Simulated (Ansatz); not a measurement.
## Hf2C(OH)2 MXene monolayer in a perpendicular field

What dipole does a perpendicular field induce in the Hf2C(OH)2 MXene monolayer? A positive field points along +c.

Method: plane-wave DFT, PBE-D3(BJ), Ansatz PAW, in Ansatz 0.2.0.

Most raw output is cut from this account.

## 1. Starting point

The cell holds 7 atoms: 2 H, 2 O, 2 Hf and 1 C. Its edges and angles: a = 3.289 Å, b = 3.289 Å, c = 44.813 Å, α = 90.0°, β = 90.0°, γ = 120.0°. Vacuum lies along c.

## 2. Relaxation

The starting cell is a guess, so the in-plane lattice and the atoms are relaxed first, with the slab cut off from its images along the normal.

File input.yaml:

```yaml
crystal:
  lattice:
    - [3.289, 0.0, 0.0]
    - [-1.6445, 2.848357553, 0.0]
    - [0.0, 0.0, 44.8129467943]
  atoms:
    - { symbol: H, position: [0.3333333333, 0.6666666667, 0.4228688662] }
    - { symbol: O, position: [0.3333333333, 0.6666666667, 0.4447375463] }
    - { symbol: Hf, position: [0.6666666667, 0.3333333333, 0.4710406955] }
    - { symbol: C, position: [0.0, 0.0, 0.5] }
    - { symbol: Hf, position: [0.3333333333, 0.6666666667, 0.5289593045] }
    - { symbol: O, position: [0.6666666667, 0.3333333333, 0.5552624537] }
    - { symbol: H, position: [0.6666666667, 0.3333333333, 0.5771311338] }
  periodic: [true, true, false]
kpoints:
  mp_grid: { grid: [12, 12, 1] }
hamiltonian:
  xc: pbe
  dispersion: d3bj
scf:
  occupations: { method: fermi_dirac, width: 0.05 }
  convergence: { dr2_threshold: 1.0e-09 }
relax:
  f_tol: 0.004
  max_steps: 90
  cell: {}
output:
  write_potential: true
  write_density: true
  volumetric_format: npy
```

On the command line:

```sh
$ ansatz run input.yaml --threads 2 --pin off --max-ram 3072MiB --backend cpu --events-out ev --progress --plain --runs-dir out
```

Wall time 89 s (2 threads of Intel Xeon 6975P-C (Granite Rapids), shared host); peak memory 0.85 GiB; 2.9 min of CPU time.

Step by step:

```tsv
step	energy less that of the first step (eV)	largest force component (eV/Å)	volume (Å³)
1	0.0000	3.0577	419.82
2	-0.0785	3.1259	414.35
3	-0.3723	0.1614	407.78
4	-0.3911	0.2576	412.78
5	-0.3925	0.2434	413.59
6	-0.3937	0.0110	413.87
7	-0.3936	0.0043	413.97
8	-0.3936	0.0005	414.01
9*	-0.3904	0.0005	414.01
10	-0.3905	0.0014	413.76
11*	-0.3904	0.0013	413.76
```

Relaxation steps marked * repeat the geometry before them on a plane-wave basis chosen anew for their cell, so energy and pressure can jump there.

The run keeps the 12 symmetry operations that it works with, so distortions that break them were not tested.

```tsv
cell as run	before	after	change
a (Å)	3.289	3.265	-0.7 %
b (Å)	3.289	3.265	-0.7 %
```

The atoms that moved most (Å, along periodic axes as changes of fractional coordinates times the final cell, across vacuum about the mean position):

```tsv
atom	dx	dy	dz	length
O2	0.000	0.000	-0.088	0.088
O6	0.000	0.000	0.088	0.088
H1	0.000	0.000	-0.084	0.084
H7	0.000	0.000	0.084	0.084
Hf5	0.000	0.000	-0.083	0.083
Hf3	0.000	0.000	0.083	0.083
```

This step gave:

| Item | Value |
| --- | --- |
| energy at zero smearing | -32866.1066 eV |

The lattice constant a goes from 3.289 to 3.265 Å.

## 3. Single point, field 0

A sawtooth potential applies the field, turning back in the middle of the vacuum. With the dipole correction the typed value is the field outside the slab. The induced dipole is small, so the SCF threshold is tight.

The cell differs from the one that the last finished run ended in (c 44.813 → 25.080 Å).

File input.yaml:

```yaml
crystal:
  lattice:
    - [3.2651840694, 0.0, 0.0]
    - [-1.6325920347, 2.8277323521, 0.0]
    - [0.0, 0.0, 25.0803463234]
  atoms:
    - { symbol: H, position: [0.3333333333, 0.6666666667, 0.3588467194] }
    - { symbol: O, position: [0.3333333333, 0.6666666667, 0.3977400818] }
    - { symbol: Hf, position: [0.6666666667, 0.3333333333, 0.4515753749] }
    - { symbol: C, position: [0.0, 0.0, 0.5] }
    - { symbol: Hf, position: [0.3333333333, 0.6666666667, 0.5484246251] }
    - { symbol: O, position: [0.6666666667, 0.3333333333, 0.6022599182] }
    - { symbol: H, position: [0.6666666667, 0.3333333333, 0.6411532806] }
kpoints:
  mp_grid: { grid: [18, 18, 1] }
  band_path:
    path: [[0, 0, 0], [0.5, 0, 0], [0.33333333, 0.33333333, 0], [0, 0, 0]]
    npoints: 16
hamiltonian:
  xc: pbe
  dispersion: d3bj
scf:
  occupations: { method: fermi_dirac, width: 0.02585 }
  convergence: { dr2_threshold: 1.0e-10 }
efield:
  axis: 3
  dipole_correction: true
  ramp_position: 0.97
  ramp_width: 0.06
  amplitude: 0
output:
  dos: { projected: true, e_range: [-6, 5] }
  write_potential: true
  write_density: true
  volumetric_format: npy
  elf: true
```

Elapsed: 18 s, on 2 threads; peak memory 0.74 GiB; 36 s of CPU time.

This step gave:

```yaml
energy_at_zero_smearing: -32866.1321 eV
work_function_upper_face: 2.345 eV
dipole_along_the_normal: 5.91e-7 e·Å
```

Running mean over a fixed 2.6 Å (it still follows the layers) of the planar mean; the ramp of the sawtooth is left out. Electron's electrostatic potential energy less the Fermi level against z:

z (Å), electron's electrostatic potential energy less the Fermi level (eV) and a bar from the least value:
```
        4        2.3 ##############################
        5        2.3 ##############################
        6        2.2 ##############################
        7        1.9 #############################
        8        0.8 ###########################
        9       -1.7 #####################
       10       -6.2 ###########
       11       -9.8 ###
       12      -11.0 
       13      -11.0 
       14      -10.0 ##
       15       -6.6 ##########
       16       -2.0 ####################
       17        0.7 ##########################
       18        1.8 #############################
       19        2.2 ##############################
       20        2.3 ##############################
       21        2.3 ##############################
       22        2.3 ##############################
```

The density of states has structure finer than the step of the table below, so its rows give means over 0.25 eV, whole bins alone (the curve runs from -6 to 1.99 eV). Peaks (eV: height): -5.920: 22.7, -4.760: 15.2, -3.820: 6.77, -3.680: 11.9, 0.480: 3.84.

Table of density of states by energy, zero at the Fermi level; means over each step:

```tsv
energy (eV)	density of states (states/eV a cell)
-5.75	3.68
-5.50	0
-5.25	0.00620
-5.00	0.239
-4.75	6.30
-4.50	2.11
-4.25	2.10
-4.00	3.04
-3.75	6.06
-3.50	1.68
-3.25	2.70
-3.00	0.724
-2.75	0
-2.50	0.00241
-2.25	0.392
-2.00	0.593
-1.75	0.667
-1.50	0.738
-1.25	0.811
-1.00	0.911
-0.75	1.22
-0.50	1.00
-0.25	1.07
0.00	1.31
0.25	2.15
0.50	2.56
0.75	2.05
1.00	1.91
1.25	2.01
1.50	1.85
1.75	1.99
```

Projected DOS per atom over height of the atomic layer and energy from the Fermi level. Layers: H O Hf C Hf O H from below.

Values in states/eV, 22 rows by 7 columns, each cell a mean:
```
0.16 0.10 0.50 0.06 0.50 0.10 0.16
0.16 0.09 0.47 0.06 0.47 0.09 0.16
0.16 0.10 0.53 0.07 0.53 0.10 0.16
0.16 0.10 0.60 0.05 0.60 0.10 0.16
0.17 0.10 0.73 0.06 0.73 0.10 0.17
0.17 0.07 0.28 0.04 0.28 0.07 0.17
0.04 0.04 0.34 0.07 0.34 0.04 0.04
0.02 0.04 0.47 0.10 0.47 0.04 0.02
0.01 0.03 0.35 0.07 0.35 0.03 0.01
0.01 0.02 0.31 0.06 0.31 0.02 0.01
0.00 0.02 0.27 0.05 0.27 0.02 0.00
0.00 0.01 0.20 0.02 0.20 0.01 0.00
0.00 0.00 0.01 0.00 0.01 0.00 0.00
0.00 0.04 0.06 0.20 0.06 0.04 0.00
0.00 0.12 0.43 1.21 0.43 0.12 0.00
0.00 0.09 0.80 2.21 0.80 0.09 0.00
0.01 0.12 0.62 1.48 0.62 0.12 0.01
0.01 0.12 0.41 0.91 0.41 0.12 0.01
0.01 0.52 0.70 1.99 0.70 0.52 0.01
0.00 0.02 0.03 0.06 0.03 0.02 0.00
0.00 0.00 0.00 0.00 0.00 0.00 0.00
0.00 3.04 0.45 0.18 0.45 3.04 0.00
```
Columns: height of the atomic layer (Å) from 9 to 16.1 (not evenly spaced); rows upwards: energy from the Fermi level (eV) from -5.96 to 1.96.

Electronic bands along the path, in eV, zero at the Fermi level:

```tsv
point	band 32	band 33	band 34	band 35	band 36	band 37	band 38	band 39
Γ	-5.16	-2.93	-2.93	-0.29	-0.14	0.40	0.40	0.43
halfway	-4.53	-4.24	-3.19	-1.30	0.67	0.75	1.58	1.81
M	-4.85	-3.69	-3.12	-2.38	2.40	3.00	3.28	3.80
halfway	-4.74	-4.06	-3.67	-1.03	2.16	2.68	2.81	3.51
K	-4.56	-4.56	-3.65	0.94	1.29	1.29	3.33	3.33
halfway	-4.60	-4.10	-3.68	-0.57	0.12	1.11	1.23	2.53
Γ	-5.16	-2.93	-2.93	-0.29	-0.14	0.40	0.40	0.43
```

Valence density in the ca plane at fractional y = 0.333, with atoms of Hf and O and H within 0.2 Å of it. It is the smooth field of the valence electrons, not physical close to the nuclei.

Ten steps, logarithmic in the rise over the least value, from '0' (0 e/Å³) to '9' (30 e/Å³), each cell a mean:
```
00000000000000000000000011354211111112221000
00000000000000000000000014788521100135543100
00000000000000000000000015899621100146654200
00000000000000000000000013687521110135542100
00000000000000000000000011344211111112211000
00000000000000000000000111111112222210000000
00000000000000000000001111011122223210000000
00000000000000000000000111111111122111000000
```
Columns run along c (16.0 Å, from fractional 0.06 to 0.70 of the cell), rows up along a (3.3 Å). Atoms in or near the plane, at fractional coordinates: Hf at (0.45, 0.67), O at (0.60, 0.67), H at (0.64, 0.67).

Electrostatic potential energy in the ca plane at fractional y = 0.333, with atoms of Hf and O and H within 0.2 Å of it. With pseudopotentials it is smooth inside the atoms' cores, unlike the true potential.

Ten even steps from '0' (-37 eV) to '9' (6 eV), each cell a mean:
```
99999999999999999999986324689888887899999999
99999999999999999999872000379999841145799999
99999999999999999999861010279999810000489999
99999999999999999999872000379998851255799999
99999999999999999999986434789887888899999999
99999999999999999999998878898766789999999999
99999999999999999999999889988755689999999999
99999999999999999999998778888766789999999999
```
Columns run along c (16.0 Å, from fractional 0.11 to 0.74 of the cell; values clipped at the 3rd and 97th percentile), rows up along a (3.3 Å). Atoms in or near the plane, at fractional coordinates: Hf at (0.45, 0.67), O at (0.60, 0.67), H at (0.64, 0.67).

ELF in the ca plane at fractional y = 0.333, with atoms of Hf and O and H within 0.2 Å of it. It is the smooth field of the valence electrons, not physical close to the nuclei.

Ten even steps from '0' (0.00) to '9' (0.96), each cell a mean:
```
00000121145422431114776431001233321000000000
00000001488852232137878886100133321000000000
00000001688872232147648997200133321000000000
00000001478851232127877885100133321000000000
00000121135323431113775431001233321000000000
00012355211246532211221000001234321000000000
00012466311467532320000000001334321000000000
00011354201246531211232100001234321000000000
```
Columns run along c (16.0 Å, from fractional 0.30 to 0.94 of the cell), rows up along a (3.3 Å). Atoms in or near the plane, at fractional coordinates: Hf at (0.45, 0.67), O at (0.60, 0.67), H at (0.64, 0.67).

The work function of the upper face is 2.35 eV.

## 4. Single point, field 0.1 V/Å

input.yaml, as its differences from that of step 3:

```diff
@@ -29,5 +29,4 @@
   ramp_width: 0.06
-  amplitude: 0
+  amplitude: 0.1
 output:
-  dos: { projected: true, e_range: [-6, 5] }
   write_potential: true
@@ -35,2 +34 @@
   volumetric_format: npy
-  elf: true
```

The job ended after 30 s (2 threads; peak memory 0.71 GiB).

The dipole is 0.0659 e·Å.

## 5. Atoms held, field -0.1 V/Å

input.yaml, as its differences from that of step 4:

```diff
@@ -29,3 +29,3 @@
   ramp_width: 0.06
-  amplitude: 0.1
+  amplitude: -0.1
 output:
```

Wall time 29 s (2 threads); peak memory 0.7 GiB; 57 s of CPU time.

The dipole is -0.0659 e·Å.

## 6. Response, atoms held

This step: plane-wave DFT, PBE-D3(BJ), Ansatz PAW; response to a field along the normal, atoms held (Ansatz 0.2.0).

The dipoles give the slope, and the difference of two potentials shows where the field is screened.

This step gave:

- equivalent conductor thickness p/(ε₀AE): 12.92 Å
- distance between the outer atoms: 7.080 Å

Table of dipole of the cell by applied field:

```tsv
applied field (V/Å)	dipole of the cell (e·Å)
-0.1000	-0.0659
0.0000	5.9e-7
0.1000	0.0659
```

Local field over the applied field, running mean. From the potentials at -0.1 and 0.1 V/Å; running mean over 2.5 Å. The local field over applied field by z:

```tsv
z (Å)	local field over applied field
4.5	0.925
5.0	0.875
5.5	0.797
6.0	0.687
6.5	0.543
7.0	0.371
7.5	0.193
8.0	0.0401
8.5	-0.0659
9.0	-0.123
9.5	-0.137
10.0	-0.122
10.5	-0.0916
11.0	-0.0646
11.5	-0.0420
12.0	-0.0239
12.5	-0.0112
13.0	-0.0209
13.5	-0.0392
14.0	-0.0603
14.5	-0.0870
15.0	-0.117
15.5	-0.136
16.0	-0.128
16.5	-0.0782
17.0	0.0196
17.5	0.165
18.0	0.342
18.5	0.517
19.0	0.666
19.5	0.782
20.0	0.864
20.5	0.919
21.0	0.953
```

The induced electron density oscillates, so the rows of the table below give means over windows of 1 Å about each position, cut where the curve ends. Its maxima inside the range that stand out by 2 % of the span (Å: e/Å³ per V/Å): 7.4: 0.00239, 9.6: 1.1e-4, 10.5: 3.2e-4, 13.8: 8.4e-4, 15.0: 9.5e-4, 15.9: 7.5e-4. Its minima: 9.2: -7.5e-4, 10.0: -9.5e-4, 11.3: -8.4e-4, 14.6: -3.1e-4, 15.5: -1.1e-4, 17.7: -0.00239.

Electrons, planar mean, per unit field. The induced electron density by z; means over each step:

```tsv
z (Å)	induced electron density (e/Å³ per V/Å)
5	5.9e-4
6	0.00140
7	0.00224
8	0.00193
9	-2.1e-4
10	-2.3e-4
11	-3.4e-4
12	-1.7e-4
13	1.3e-4
14	4.1e-4
15	2.0e-4
16	2.8e-4
17	-0.00181
18	-0.00227
19	-0.00148
20	-6.4e-4
21	-2.9e-4
```

By hand: between -0.1 and 0.1 V/Å the dipole changes by 0.1318 e·Å, a slope of 0.6592 e·Å²/V. A perfect conductor of thickness t has p = ε₀AEt, so t = 180.95 × 0.6592 / 9.233 = 12.92 Å (e/ε₀ = 180.95 V·Å, A in Å²).

The induced dipole is that of a conductor 12.92 Å thick.

## 7. Outcome

| Quantity | Value |
| --- | --- |
| gap without field | none |
| work function, upper face | 2.35 eV |
| equivalent conductor thickness, atoms held | 12.9 Å |

What this shows: The induced dipole equals that of a perfect conductor 12.92 Å thick, while the outer atoms lie 7.08 Å apart. There is no gap over 0.03 eV, with or without the field. The main runs have no spin polarisation; a magnetic state could lie lower and would change these results. Spin-orbit coupling is left out, which matters for the bands of elements this heavy. The MXene's terminations sit over the metal atoms of its far layer; the site over carbon or nitrogen, which some compounds prefer, was not run.

[Logs are printed without paths, hosts, clocks, repeated set-up lines and the standing remarks that a program may print on its own settings, such as how far it seeks lower states.]

[Hosts, paths, dates, database ids (printed as entryN), source tags and the programs' standing remarks are cut or masked in the printed files.]

[Maps of the electrostatic potential energy from Ansatz leave out the sawtooth potential of an applied field or a dipole correction, so their vacuum need not be flat; planar profiles and work functions include it.]
